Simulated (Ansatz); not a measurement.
Crystal: BP.

```
P B
1.0
     0.00000    2.26900    2.26900
     2.26900    0.00000    2.26900
     2.26900    2.26900    0.00000
P B
1 1
Direct
  0.75000 0.75000 0.75000
  0.00000 0.00000 0.00000
```

```yaml
Program: Ansatz 0.2.0
Task: relaxation of cell and atoms
Functional: PBE
Dispersion: D3(BJ)
Potentials_or_basis: all-electron LAPW, scalar-relativistic
Basis_error_allowed: 0.001 eV/atom
k_mesh: 10 × 10 × 10
Occupations: fermi-dirac, width 0.05 eV
Spin: no spin polarisation
```

At the start: volume 11.68 Å³/atom.

Task: Where does the relaxation end?

Result: Over 4 steps the energy falls by 2.5 meV/atom and the volume is 11.44 Å³/atom (-2.1 %); space group F-43m (No. 216, to 0.05 Å).

Step by step:
| step | energy change (eV) | largest force (eV/Å) | volume (Å³) |
| --- | --- | --- | --- |
| 1 | 0.0000 | 0.0000 | 23.36 |
| 2 | -0.0040 | 0.0000 | 23.10 |
| 3 | -0.0051 | 0.0000 | 22.88 |
| 4 | -0.0051 | 0.0000 | 22.88 |

Final structure:
```
P B
1.0
     0.00000    2.25334    2.25334
     2.25334    0.00000    2.25334
     2.25334    2.25334    0.00000
P B
1 1
Direct
  0.75000 0.75000 0.75000
  0.00000 0.00000 0.00000
```
